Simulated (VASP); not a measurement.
Output of a VASP run:

**OSZICAR**
```
       N       E                     dE             d eps       ncg     rms          rms(c)
DAV:   1    -0.345491090757E+02   -0.34549E+02   -0.40489E-05   820   0.308E-02    0.994E-03
DAV:   2    -0.345491079320E+02    0.11438E-05   -0.12305E-05   783   0.135E-02    0.678E-03
DAV:   3    -0.345491071240E+02    0.80795E-06   -0.10525E-06   668   0.487E-03    0.571E-03
DAV:   4    -0.345491061953E+02    0.92872E-06   -0.22780E-06   682   0.727E-03
   1 F= -.34549106E+02 E0= -.34549106E+02  d E =-.931776E-12
```

### OUTCAR
```
------------------------ aborting loop because EDIFF is reached ----------------------------------------
  FORCE on cell =-STRESS in cart. coord.  units (eV):
  Direction    XX          YY          ZZ          XY          YZ          ZX
  --------------------------------------------------------------------------------------
  Total        1.5399032     -3.3673430     -0.0680683      0.0000000      0.0000000      0.0000000
  in kB        3.4669269     -7.5812116     -0.1532484      0.0000000      0.0000000      0.0000000
  external PRESSURE =      -1.4225110 kB  Pullay stress =       0.0000000 kB
  volume of cell :      711.64
      direct lattice vectors                 reciprocal lattice vectors
     4.256783000  0.000000000  0.000000000     0.234919187  0.000000000  0.000000000
     0.000000000  6.020000000  0.000000000     0.000000000  0.166112957  0.000000000
     0.000000000  0.000000000 27.770348000     0.000000000  0.000000000  0.036009632
 POSITION                                       TOTAL-FORCE (eV/Angst)
 -----------------------------------------------------------------------------------
      0.00000      0.00000      8.98863         0.000000      0.000000     -0.023843
      2.12839      3.01000     10.29692         0.000000      0.000000     -0.001134
      0.00000      0.00000     13.07406         0.000000      0.000000      0.000573
      2.12839      3.01000     14.69628         0.000000      0.000000     -0.000573
      0.00000      0.00000     17.47343         0.000000      0.000000      0.001134
      2.12839      3.01000     18.78172         0.000000      0.000000      0.023843
      2.12839      0.00000     10.71284         0.000000      0.000000     -0.004200
      0.00000      3.01000      8.44361         0.000000      0.000000     -0.020248
      2.12839      0.00000     14.99120         0.000000      0.000000     -0.004804
      0.00000      3.01000     12.77914         0.000000      0.000000      0.004804
      2.12839      0.00000     19.32674         0.000000      0.000000      0.020248
      0.00000      3.01000     17.05750         0.000000      0.000000      0.004200
 -----------------------------------------------------------------------------------
    total drift:                                0.000000      0.000000      0.000000
  FREE ENERGIE OF THE ION-ELECTRON SYSTEM (eV)
  ---------------------------------------------------
  free  energy   TOTEN  =       -34.5491061953 eV

  energy  without entropy=      -34.5491061953  energy(sigma->0) =      -34.54910620

 total charge

# of ion       s       p       d       tot
------------------------------------------
    1        2.006   0.033   0.000   2.039
    2        2.005   0.032   0.000   2.037
    3        2.004   0.031   0.000   2.035
    4        2.004   0.031   0.000   2.035
    5        2.005   0.032   0.000   2.037
    6        2.006   0.033   0.000   2.039
    7        1.496   2.856   0.007   4.359
    8        1.495   2.836   0.004   4.336
    9        1.497   2.845   0.006   4.348
   10        1.497   2.845   0.006   4.348
   11        1.495   2.836   0.004   4.336
   12        1.496   2.856   0.007   4.359
--------------------------------------------------
tot         21.006  17.266   0.033  38.306
```
(Selected blocks of OUTCAR.)

**POSCAR**
```
LiI(110) slab
1
    4.2567830000     0.0000000000     0.0000000000
    0.0000000000     6.0200000000     0.0000000000
    0.0000000000     0.0000000000    27.7703480000
Li I
6 6
Direct
  0.0000000000   0.0000000000   0.3236771214
  0.5000000000   0.5000000000   0.3707881932
  0.0000000000   0.0000000000   0.4707922158
  0.5000000000   0.5000000000   0.5292077842
  0.0000000000   0.0000000000   0.6292118068
  0.5000000000   0.5000000000   0.6763228786
  0.5000000000   0.0000000000   0.3857655455
  0.0000000000   0.5000000000   0.3040513747
  0.5000000000   0.0000000000   0.5398277211
  0.0000000000   0.5000000000   0.4601722789
  0.5000000000   0.0000000000   0.6959486253
  0.0000000000   0.5000000000   0.6142344545
```

Task: Reconstruct the remaining input files.

Result: This is not unique; one that fits is the input of the run itself, PBE GGA, plane waves, VASP's PBE PAW potentials (set 64).

**KPOINTS**
```
kpoints
0
gamma
  5 4 1
0 0 0
```

**INCAR**
```
PREC = Normal
SIGMA = 0.05   # width (eV)
EDIFF = 1E-6   # SCF stop (eV)
ALGO = Normal
LDIPOL = .TRUE.
LWAVE = .FALSE.
NELM = 100   # most electronic steps
ENCUT = 450
LORBIT = 11
SYSTEM = LiI(110) slab
LREAL = .FALSE.
DIPOL = 0.5 0.5 0.5
LVHAR = .TRUE.
NELMIN = 4
GGA = PE   # PBE
LASPH = .TRUE.   # aspherical one-centre terms
ISMEAR = 0
LMAXMIX = 4
LCHARG = .FALSE.
IDIPOL = 3
```

POTCAR, in this order: Li_sv I (PBE.64 set). Program: vasp_std. Read from the step before: WAVECAR.

At this cut-off the stress carries a Pulay error, which pulls relaxed volumes low.

The cell is a thin slab with vacuum, built from LiI (rock salt): (110) face.
